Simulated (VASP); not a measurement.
# Ge (I4_1/amd) in VASP: further runs

The runs below take Ge through single point, with PBE.

Everything below comes from runs of VASP 6.6.1. Logs are shortened: lines on timing, memory, paths and dates and some standing lists are left out, and cuts for length are marked.

## 1. The structure

The structure is tetragonal, space group I4_1/amd (No. 141). The conventional cell has a = 5.149 Å, b = 5.149 Å, c = 2.795 Å, α = 90.00°, β = 90.00°, γ = 90.00°. Ge (site symmetry -4m2) is surrounded by 6 Ge at 2.67 to 2.79 Å.

This isn't the form of Ge at room conditions, which is diamond.

## 2. Single point, PBE

File INCAR:

```
PREC = Accurate
ENCUT = 500
EDIFF = 1E-5
ISMEAR = 0
SIGMA = 0.05
LREAL = F
LASPH = T
NELM = 100
ALGO = Normal
ISIF = 2
LWAVE = F
LCHARG = F
GGA = PE
NBANDS = 21
ADDGRID = F
```

File KPOINTS:

```
regular mesh
0
Gamma
  11 11 11
```

File POSCAR:

```
Ge
1.0
   -2.5744897190      2.5744897190      1.3974126432
    2.5744897190     -2.5744897190      1.3974126432
    2.5744897190      2.5744897190     -1.3974126432
Ge
2
Direct
    0.5147880000      0.5105290000      0.0041050000
    0.2603220000      0.7562090000      0.5249690000
```

Potentials or basis: VASP PAW PBE potentials, release 64 (Ge_d).

Command:

```sh
> cat potpaw_PBE.64/Ge_d/POTCAR > POTCAR
> mpirun -np 1 vasp_std > vasp.out
```

OUTCAR:

```text
PREC = Accurate
   ENCUT = 500
   EDIFF = 1E-5
   ISMEAR = 0
   LREAL = F
   LASPH = T
   NELM = 100
   ISIF = 2
   GGA = PE

 Found    666 irreducible k-points:

 Following reciprocal coordinates:
            Coordinates               Weight
  0.000000  0.000000  0.000000      1.000000
  0.090909  0.000000 -0.000000      2.000000
  0.090909  0.000000 -0.090909      2.000000
  0.000000  0.090909 -0.090909      2.000000
  0.000000  0.090909 -0.000000      2.000000
  0.181818  0.000000 -0.000000      2.000000
   k-points           NKPTS =    666   k-points in BZ     NKDIM =    666   number of bands    NBANDS=     21
   number of dos      NEDOS =    301   number of ions     NIONS =      2
   total plane-waves  NPLWV =  21952
   dimension x,y,z NGX =    28 NGY =   28 NGZ =   28
   dimension x,y,z NGXF=    56 NGYF=   56 NGZF=   56
   ions per type =               2
   NGX,Y,Z   is equivalent  to a cutoff of  11.94, 11.94, 11.94 a.u.
   NGXF,Y,Z  is equivalent  to a cutoff of  23.87, 23.87, 23.87 a.u.
 SYSTEM =  unknown system
   PREC   = accura    normal or accurate (medium, high low for compatibility)
   ISTART =      0    job   : 0-new  1-cont  2-samecut
   ICHARG =      2    charge: 1-file 2-atom 10-const
   ISPIN  =      1    spin polarized calculation?
   LNONCOLLINEAR =      F non collinear calculations
   LSORBIT =      F    spin-orbit coupling
   LASPH  =      T    aspherical Exc in radial PAW
   ENCUT  =  500.0 eV  36.75 Ry    6.06 a.u.   7.11  7.11  7.11*2*pi/ulx,y,z
   NELM   =    100;   NELMIN=  2; NELMDL= -5     # of ELM steps
   EDIFF  = 0.1E-04   stopping-criterion for ELM
   LREAL  =      F    real-space projection
   EDIFFG = 0.1E-03   stopping-criterion for IOM
   NSW    =      0    number of steps for IOM
   IBRION =     -1    ionic relax: 0-MD 1-quasi-New 2-CG
   NFREE  =      0    steps in history (QN), initial steepest desc. (CG)
   ISIF   =      2    stress and relaxation
   ISYM   =      2    0-nonsym 1-usesym 2-fastsym
   POTIM  = 0.5000    time-step for ionic-motion
   TEBEG  =    0.0;   TEEND  =   0.0 temperature during run
   PSTRESS=    0.0 pullay stress
   NELECT =      28.0000    total number of electrons
   NUPDOWN=      -1.0000    fix difference up-down
   EMIN   =  10.00;   EMAX   =-10.00  energy-range for DOS
   EFERMI =   0.00;   METHOD = LEGACY
   ISMEAR =     0;   SIGMA  =   0.05  broadening in eV -4-tet -1-fermi 0-gaus
   EFERMI_NEDOS =   21; number of points for ismear=-14 and -15
   IALGO  =     38    algorithm
   IMIX   =      4    mixing-type and parameters
     AMIX     =   0.40;   BMIX     =  1.00
     AMIX_MAG =   1.60;   BMIX_MAG =  1.00
  volume/ion in A,a.u.               =      18.52       125.01
  Fermi-wavevector in a.u.,A,eV,Ry     =   1.491209  2.817976 30.255333  2.223704
  Thomas-Fermi vector in A             =   2.603893
   LORBIT       =      0    0 simple, 1 ext, 2 COOP (PROOUT), +10 PAW based schemes
   GGA     = PE    functional components
   LHFCALC =     F    Hartree Fock is set to
   AEXX    =    0.0000 exact exchange contribution
   IVDW    =     0    specifies the selected vdW correction
   LEPSILON=     F    determine dielectric tensor
   LRPA    =     F    only Hartree local field effects (RPA)
 non-spin polarized calculation
 Gauss-broadening in eV      SIGMA  =   0.05
  energy-cutoff  :      500.00
  volume of cell :       37.05
 maximum number of plane-waves:       958
   NGX = 15   NGY = 15   NGZ = 15

 number of electron      27.9999999 magnetization

 Free energy of the ion-electron system (eV)
  ---------------------------------------------------
  ext. energy  EPLUGINS =         0.00000000
  ---------------------------------------------------
  free energy    TOTEN  =        -8.54964225 eV

  energy without entropy =       -8.54835758  energy(sigma->0) =       -8.54899991

 E-fermi :   6.8248     XC(G=0): -11.3184

 val. band max:        6.8190068661   @ k =   0.1818  -0.4545   0.1818
 cond. band min:       6.8304064581   @ k =   0.0000   0.3636   0.3636
 fundamental gap:      0.0113995920
 Fermi energy:         6.8248460306

 k-point     1 :       0.0000    0.0000    0.0000
  band No.  band energies     occupation
      1     -17.9594      2.00000
      2     -17.9158      2.00000
      3     -17.8835      2.00000
      4     -17.8823      2.00000
      5     -17.7829      2.00000
      6     -17.7745      2.00000
[... 13 lines left out ...]
     20      18.3558      0.00000
     21      19.3166      0.00000

 k-point     2 :       0.0909    0.0000   -0.0000
  band No.  band energies     occupation
      1     -17.9562      2.00000
      2     -17.9054      2.00000
      3     -17.8784      2.00000
      4     -17.8700      2.00000
      5     -17.7893      2.00000
      6     -17.7816      2.00000
[... 13 lines left out ...]
     20      18.2965      0.00000
     21      18.9508      0.00000

 k-point     3 :       0.0909    0.0000   -0.0909
  band No.  band energies     occupation
      1     -17.9565      2.00000
      2     -17.9055      2.00000
      3     -17.8785      2.00000
      4     -17.8702      2.00000
      5     -17.7874      2.00000
      6     -17.7839      2.00000
[... 13 lines left out ...]
     20      18.2855      0.00000
     21      18.8770      0.00000

 k-point     4 :       0.0000    0.0909   -0.0909
  band No.  band energies     occupation
      1     -17.9560      2.00000
      2     -17.9048      2.00000
      3     -17.8781      2.00000
      4     -17.8702      2.00000
      5     -17.7891      2.00000
      6     -17.7834      2.00000
[... 13 lines left out ...]
     20      18.2455      0.00000
     21      18.9518      0.00000

 k-point     5 :       0.0000    0.0909   -0.0000
  band No.  band energies     occupation
      1     -17.9563      2.00000
      2     -17.9049      2.00000
      3     -17.8783      2.00000
      4     -17.8704      2.00000
      5     -17.7892      2.00000
      6     -17.7838      2.00000
[... 13 lines left out ...]
     20      18.2318      0.00000
     21      18.8780      0.00000

 k-point     6 :       0.1818    0.0000   -0.0000
  band No.  band energies     occupation
      1     -17.9464      2.00000
      2     -17.8797      2.00000
      3     -17.8671      2.00000
      4     -17.8391      2.00000
      5     -17.8051      2.00000
      6     -17.7903      2.00000
[... 13 lines left out ...]
     20      16.6508      0.00000
     21      17.5710      0.00000

 [... further k-points ...]
[... 5 lines left out ...]
  --------------------------------------------------------------------------------------
  -------------------------------------------------------------------------------------
  Total        0.5124421      0.7363538      0.5136574     -0.0012793     -0.1104282      0.0942274
  in kB       22.1609501     31.8441826     22.2135097     -0.0553255     -4.7755517      4.0749370
  external PRESSURE =      25.4062142 kB  Pullay stress =       0.0000000 kB

 VOLUME and BASIS-vectors are now :
 -----------------------------------------------------------------------------
  energy-cutoff  :      500.00
  volume of cell :       37.05
      direct lattice vectors                 reciprocal lattice vectors
    -2.574489719  2.574489719  1.397412643     0.000000000  0.194213244  0.357804119
     2.574489719 -2.574489719  1.397412643     0.194213244  0.000000000  0.357804119
     2.574489719  2.574489719 -1.397412643     0.194213244  0.194213244  0.000000000

 POSITION                                       TOTAL-FORCE (eV/Angst)
 -----------------------------------------------------------------------------------
     -0.00040      0.02153      1.42705         0.177238      0.214667     -0.025112
      2.62818      0.07487      0.68691        -0.177238     -0.214667      0.025112
 -----------------------------------------------------------------------------------
    total drift:                               -0.000042      0.000221      0.000008

  FREE ENERGIE OF THE ION-ELECTRON SYSTEM (eV)
  ---------------------------------------------------
  free  energy   TOTEN  =        -8.5496422452 eV

  energy  without entropy=       -8.5483575760  energy(sigma->0) =       -8.54899991
```

stdout:

```text
POSCAR found type information on POSCAR Ge
 POSCAR found :  1 types and       2 ions
 scaLAPACK will be used
 LDA part: xc-table for (Slater+PW92), standard interpolation
 POSCAR, INCAR and KPOINTS ok, starting setup
 FFT: planning ... GRIDC
 FFT: planning ... GRID_SOFT
 FFT: planning ... GRID
 WAVECAR not read
 entering main loop
```

Wall time 2 min (1 thread of Intel Xeon 6975P-C (Granite Rapids), shared host); peak memory 0.46 GiB.

These settings aren't checked as converged: the numbers below hold their error.

What came out:

| Property | Result |
| --- | --- |
| Free energy | -8.5496 eV |
| Pressure | 2.5 GPa |
| Largest force | 0.280 eV/Å |
| Band gap on the k mesh | none (metal or under the smearing width) |

## 3. Single point, PBE

INCAR, as its differences from that of step 2:

```diff
@@ -1,4 +1,4 @@
 PREC = Accurate
-ENCUT = 500
-EDIFF = 1E-5
+ENCUT = 400
+EDIFF = 1E-7
 ISMEAR = 0
```

File KPOINTS:

```
regular mesh
0
Gamma
  13 13 13
```

File POSCAR:

```
Ge
1.0
   -2.5744897190      2.5744897190      1.3974126432
    2.5744897190     -2.5744897190      1.3974126432
    2.5744897190      2.5744897190     -1.3974126432
Ge
2
Direct
    0.5000000000      0.5000000000      0.0000000000
    0.2500000000      0.7500000000      0.5000000000
```

Potentials or basis: VASP PAW PBE potentials, release 64 (Ge_d).

Command:

```sh
> cat potpaw_PBE.64/Ge_d/POTCAR > POTCAR
> mpirun -np 1 vasp_std > vasp.out
```

Run time: 44 s. Hardware: 1 thread of Intel Xeon 6975P-C (Granite Rapids), shared host; peak memory 0.21 GiB.

These settings aren't checked as converged: the numbers below hold their error.

What came out:

```
Free energy            : -8.5637 eV
Pressure               : 2.7 GPa
Band gap on the k mesh : none (metal or under the smearing width)
```

## 4. Single point, PBE

INCAR is that of step 3.

KPOINTS is that of step 3.

File POSCAR:

```
Ge
1.0
   -2.5744897190      2.5744897190      1.3974126432
    2.5744897190     -2.5744897190      1.3974126432
    2.5744897190      2.5744897190     -1.3974126432
Ge
2
Direct
    0.5147880000      0.5105290000      0.0041050000
    0.2603220000      0.7562090000      0.5249690000
```

Potentials or basis: VASP PAW PBE potentials, release 64 (Ge_d).

Command:

```sh
> cat potpaw_PBE.64/Ge_d/POTCAR > POTCAR
> mpirun -np 1 vasp_std > vasp.out
```

OUTCAR:

```text
PREC = Accurate
   ENCUT = 400
   EDIFF = 1E-7
   ISMEAR = 0
   LREAL = F
   LASPH = T
   NELM = 100
   ISIF = 2
   GGA = PE

 Found   1099 irreducible k-points:

 Following reciprocal coordinates:
            Coordinates               Weight
  0.000000  0.000000  0.000000      1.000000
  0.076923  0.000000  0.000000      2.000000
  0.076923  0.000000 -0.076923      2.000000
  0.000000  0.076923 -0.076923      2.000000
  0.000000  0.076923  0.000000      2.000000
  0.153846  0.000000 -0.000000      2.000000
   k-points           NKPTS =   1099   k-points in BZ     NKDIM =   1099   number of bands    NBANDS=     21
   number of dos      NEDOS =    301   number of ions     NIONS =      2
   total plane-waves  NPLWV =  21952
   dimension x,y,z NGX =    28 NGY =   28 NGZ =   28
   dimension x,y,z NGXF=    56 NGYF=   56 NGZF=   56
   ions per type =               2
   NGX,Y,Z   is equivalent  to a cutoff of  11.94, 11.94, 11.94 a.u.
   NGXF,Y,Z  is equivalent  to a cutoff of  23.87, 23.87, 23.87 a.u.
 SYSTEM =  unknown system
   PREC   = accura    normal or accurate (medium, high low for compatibility)
   ISTART =      0    job   : 0-new  1-cont  2-samecut
   ICHARG =      2    charge: 1-file 2-atom 10-const
   ISPIN  =      1    spin polarized calculation?
   LNONCOLLINEAR =      F non collinear calculations
   LSORBIT =      F    spin-orbit coupling
   LASPH  =      T    aspherical Exc in radial PAW
   ENCUT  =  400.0 eV  29.40 Ry    5.42 a.u.   6.36  6.36  6.36*2*pi/ulx,y,z
   NELM   =    100;   NELMIN=  2; NELMDL= -5     # of ELM steps
   EDIFF  = 0.1E-06   stopping-criterion for ELM
   LREAL  =      F    real-space projection
   EDIFFG = 0.1E-05   stopping-criterion for IOM
   NSW    =      0    number of steps for IOM
   IBRION =     -1    ionic relax: 0-MD 1-quasi-New 2-CG
   NFREE  =      0    steps in history (QN), initial steepest desc. (CG)
   ISIF   =      2    stress and relaxation
   ISYM   =      2    0-nonsym 1-usesym 2-fastsym
   POTIM  = 0.5000    time-step for ionic-motion
   TEBEG  =    0.0;   TEEND  =   0.0 temperature during run
   PSTRESS=    0.0 pullay stress
   NELECT =      28.0000    total number of electrons
   NUPDOWN=      -1.0000    fix difference up-down
   EMIN   =  10.00;   EMAX   =-10.00  energy-range for DOS
   EFERMI =   0.00;   METHOD = LEGACY
   ISMEAR =     0;   SIGMA  =   0.05  broadening in eV -4-tet -1-fermi 0-gaus
   EFERMI_NEDOS =   21; number of points for ismear=-14 and -15
   IALGO  =     38    algorithm
   IMIX   =      4    mixing-type and parameters
     AMIX     =   0.40;   BMIX     =  1.00
     AMIX_MAG =   1.60;   BMIX_MAG =  1.00
  volume/ion in A,a.u.               =      18.52       125.01
  Fermi-wavevector in a.u.,A,eV,Ry     =   1.491209  2.817976 30.255333  2.223704
  Thomas-Fermi vector in A             =   2.603893
   LORBIT       =      0    0 simple, 1 ext, 2 COOP (PROOUT), +10 PAW based schemes
   GGA     = PE    functional components
   LHFCALC =     F    Hartree Fock is set to
   AEXX    =    0.0000 exact exchange contribution
   IVDW    =     0    specifies the selected vdW correction
   LEPSILON=     F    determine dielectric tensor
   LRPA    =     F    only Hartree local field effects (RPA)
 non-spin polarized calculation
 Gauss-broadening in eV      SIGMA  =   0.05
  energy-cutoff  :      400.00
  volume of cell :       37.05
 maximum number of plane-waves:       697
 NGX is ok and might be reduce to    28
   NGX = 13   NGY = 13   NGZ = 13

 number of electron      27.9999999 magnetization

 Free energy of the ion-electron system (eV)
  ---------------------------------------------------
  ext. energy  EPLUGINS =         0.00000000
  ---------------------------------------------------
  free energy    TOTEN  =        -8.55122635 eV

  energy without entropy =       -8.55044721  energy(sigma->0) =       -8.55083678

 E-fermi :   6.7591     XC(G=0): -11.3183

 val. band max:        6.7587272883   @ k =  -0.3077   0.0769   0.3846
 cond. band min:       6.7647388726   @ k =   0.4615   0.0769   0.0769
 fundamental gap:      0.0060115843
 Fermi energy:         6.7590634430

 k-point     1 :       0.0000    0.0000    0.0000
  band No.  band energies     occupation
      1     -17.9565      2.00000
      2     -17.9129      2.00000
      3     -17.8807      2.00000
      4     -17.8792      2.00000
      5     -17.7795      2.00000
      6     -17.7712      2.00000
[... 13 lines left out ...]
     20      18.3553      0.00000
     21      19.3158      0.00000

 k-point     2 :       0.0769    0.0000    0.0000
  band No.  band energies     occupation
      1     -17.9542      2.00000
      2     -17.9052      2.00000
      3     -17.8763      2.00000
      4     -17.8709      2.00000
      5     -17.7841      2.00000
      6     -17.7770      2.00000
[... 13 lines left out ...]
     20      18.4122      0.00000
     21      19.3055      0.00000

 k-point     3 :       0.0769    0.0000   -0.0769
  band No.  band energies     occupation
      1     -17.9544      2.00000
      2     -17.9053      2.00000
      3     -17.8764      2.00000
      4     -17.8710      2.00000
      5     -17.7828      2.00000
      6     -17.7787      2.00000
[... 13 lines left out ...]
     20      18.4000      0.00000
     21      19.2419      0.00000

 k-point     4 :       0.0000    0.0769   -0.0769
  band No.  band energies     occupation
      1     -17.9540      2.00000
      2     -17.9048      2.00000
      3     -17.8761      2.00000
      4     -17.8710      2.00000
      5     -17.7840      2.00000
      6     -17.7785      2.00000
[... 13 lines left out ...]
     20      18.3646      0.00000
     21      19.3032      0.00000

 k-point     5 :       0.0000    0.0769    0.0000
  band No.  band energies     occupation
      1     -17.9543      2.00000
      2     -17.9048      2.00000
      3     -17.8762      2.00000
      4     -17.8711      2.00000
      5     -17.7843      2.00000
      6     -17.7786      2.00000
[... 13 lines left out ...]
     20      18.3491      0.00000
     21      19.2410      0.00000

 k-point     6 :       0.1538    0.0000   -0.0000
  band No.  band energies     occupation
      1     -17.9469      2.00000
      2     -17.8852      2.00000
      3     -17.8680      2.00000
      4     -17.8464      2.00000
      5     -17.7962      2.00000
      6     -17.7853      2.00000
[... 13 lines left out ...]
     20      17.1529      0.00000
     21      17.8019      0.00000

 [... further k-points ...]
[... 5 lines left out ...]
  --------------------------------------------------------------------------------------
  -------------------------------------------------------------------------------------
  Total        0.4519961      0.6795622      0.8448716     -0.0010709     -0.0543582      0.0538965
  in kB       19.5469180     29.3881896     36.5371202     -0.0463125     -2.3507622      2.3307936
  external PRESSURE =      28.4907426 kB  Pullay stress =       0.0000000 kB

 VOLUME and BASIS-vectors are now :
 -----------------------------------------------------------------------------
  energy-cutoff  :      400.00
  volume of cell :       37.05
      direct lattice vectors                 reciprocal lattice vectors
    -2.574489719  2.574489719  1.397412643     0.000000000  0.194213244  0.357804119
     2.574489719 -2.574489719  1.397412643     0.194213244  0.000000000  0.357804119
     2.574489719  2.574489719 -1.397412643     0.194213244  0.194213244  0.000000000

 POSITION                                       TOTAL-FORCE (eV/Angst)
 -----------------------------------------------------------------------------------
     -0.00040      0.02153      1.42705         0.207278      0.240404     -0.024809
      2.62818      0.07487      0.68691        -0.207278     -0.240404      0.024809
 -----------------------------------------------------------------------------------
    total drift:                               -0.000042      0.000222      0.000008

  FREE ENERGIE OF THE ION-ELECTRON SYSTEM (eV)
  ---------------------------------------------------
  free  energy   TOTEN  =        -8.5512263522 eV

  energy  without entropy=       -8.5504472082  energy(sigma->0) =       -8.55083678
```

Run time: 4.2 min. Hardware: 1 thread of Intel Xeon 6975P-C (Granite Rapids), shared host; peak memory 0.53 GiB.

These settings aren't checked as converged: the numbers below hold their error.

What came out:

| Item | Value |
| --- | --- |
| Free energy | -8.5512 eV |
| Pressure | 2.8 GPa |
| Largest force | 0.318 eV/Å |
| Band gap on the k mesh | none (metal or under the smearing width) |
